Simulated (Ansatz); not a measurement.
# PbO (Litharge) (P4/nmm) in Ansatz: equation of state

How stiff is PbO (Litharge) in PBE, and what volume does it want? The cell is scaled to several volumes.

Program: Ansatz 0.2.0. These are calculated values, not measurements. Logs are shortened: lines on timing, memory, paths and dates and some standing lists are left out, and cuts for length are marked.

### 1 Starting point

Symmetry: P4/nmm, No. 129, tetragonal system. The conventional cell has a = 3.990 Å, b = 3.990 Å, c = 5.010 Å, α = 90.00°, β = 90.00°, γ = 90.00°. Pb (site symmetry 4mm) is surrounded by 4 O at 2.33 Å. Around O (site symmetry -4m2) lie 4 Pb at 2.33 Å.

### 2 Equation of state, PBE

Potentials or basis: all-electron LAPW, scalar-relativistic.

No new run: the results of the series are fitted here.

Results:

```
Equilibrium volume                        : 20.70 Å³/atom
Bulk modulus at fixed shape and positions : 74 GPa
Pressure derivative of the bulk modulus   : 4.5
```

Energy against volume, from the lowest point:
```csv
volume (Å³/atom),energy (meV/atom)
18.744,51.06
19.142,31.09
19.541,16.52
19.940,6.81
20.339,1.45
20.738,0.00
21.136,2.07
```

Caveat: the cell was scaled at fixed shape and fractional positions, which overstates the stiffness of a crystal with free parameters, most of all of layers and chains.
